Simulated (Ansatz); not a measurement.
**Pb: a sweep of one setting**

```
Pb
1.0
    -1.97966    1.97966    1.97966
     1.97966   -1.97966    1.97966
     1.97966    1.97966   -1.97966
Pb
1
Cartesian
  0.0000 0.0000 0.0000
```

Conventional cell: a = 3.959 Å, b = 3.959 Å, c = 3.959 Å, α = 90.00°, β = 90.00°, γ = 90.00°. Pb (atom 1) has 8 Pb at 3.43 Å as nearest neighbours.

The cell is the one relaxed in the Materials Project (mp-22692), not relaxed further here; entries there can be hypothetical.

No spin–orbit coupling, which matters for the heavy atoms here.

The calculation used DFT, PBEsol, all-electron LAPW, scalar-relativistic (Ansatz 0.2.0).

Numerical set-up: a Γ-centred 13×13×13 k mesh, Fermi–Dirac smearing of 0.08 eV, basis error target 0.25 meV/atom, no spin polarisation. One setting is then changed at a time.

| k mesh | free energy less the base's (meV/atom) | P (GPa) | cutoff chosen (eV) |
| --- | --- | --- | --- |
| 13×13×13 (base) | 0.0 | -1.59 | 189 |
| 4×4×4 | 182 | -2.78 | 189 |
| 6×6×6 | -4.1 | -1.81 | 189 |
| 10×10×10 | ? | ? | 189 |
| 18×18×18 | 2.8 | -1.56 | 189 |

Give the missing entry: row "10×10×10", column "free energy less the base's (meV/atom)".

11.1.

What belongs in the row "10×10×10", column "P (GPa)"?

-1.51.
